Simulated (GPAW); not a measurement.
Set up this calculation in GPAW 26.7.0, as an ASE script.

```
Task                : single point
Functional          : PBE
Potentials or basis : GPAW PAW data sets (gpaw-data 1.2.1)
Cutoff              : 600 eV
Basis               : pw
k mesh              : 11 × 11 × 11
Occupations         : gaussian, width 0.025 eV
Spin                : no spin polarisation
Maxiter             : 150
```

The structure of Ti lies in POSCAR:

```
Ti
1.0
   -1.6410000000      1.6410000000      1.6410000000
    1.6410000000     -1.6410000000      1.6410000000
    1.6410000000      1.6410000000     -1.6410000000
Ti
1
Direct
    0.0000000000      0.0000000000      0.0000000000
```

This isn't the form of Ti at room conditions, which is hcp.

These files were run (other wordings do the same):

run.py

```python
from ase.dft.bandgap import bandgap
from ase.io import read, write
from ase.units import Bohr, GPa
from gpaw import GPAW, PW
from gpaw.elf import elf_from_dft_calculation

atoms = read('POSCAR')

calc = GPAW(mode=PW(600),
            xc='PBE',
            kpts={'size': (11, 11, 11), 'gamma': True},
            occupations={'name': 'methfessel-paxton', 'order': 0, 'width': 0.025},
            nbands=14,
            convergence={'density': 1e-05, 'energy': 1e-05},
            maxiter=150,
            txt='gpaw.txt')
atoms.calc = calc
energy = atoms.get_potential_energy()
forces = atoms.get_forces()
stress = atoms.get_stress()
calc.write('gs.gpw')
write('result.traj', atoms)
print(f'Energy: {energy:.6f} eV')
print('Forces (eV/A):')
print(forces.round(4))
print('Stress (GPa):', (stress / GPa).round(3))
print('Fermi level:', round(calc.get_fermi_level(), 4), 'eV')
print(f'Gap: {bandgap(calc)[0]:.4f} eV, direct: {bandgap(calc, direct=True)[0]:.4f} eV')

# fields on the real-space grid
write('density.cube', atoms, data=calc.get_pseudo_density() * Bohr**3)
write('potential.cube', atoms, data=calc.get_electrostatic_potential())
write('elf.cube', atoms, data=elf_from_dft_calculation(calc).data)
```

Potentials or basis: GPAW PAW data sets (gpaw-data 1.2.1), pw.

Launch:

```sh
$ OMP_NUM_THREADS=1 python run.py
```

Results of the run:

- Pressure: -3.4 GPa
- Band gap on the k mesh: none (metal or under the smearing width)

It took 13 s on 1 thread of Arm Neoverse V1, with other jobs on the host, peak memory 0.14 GiB.
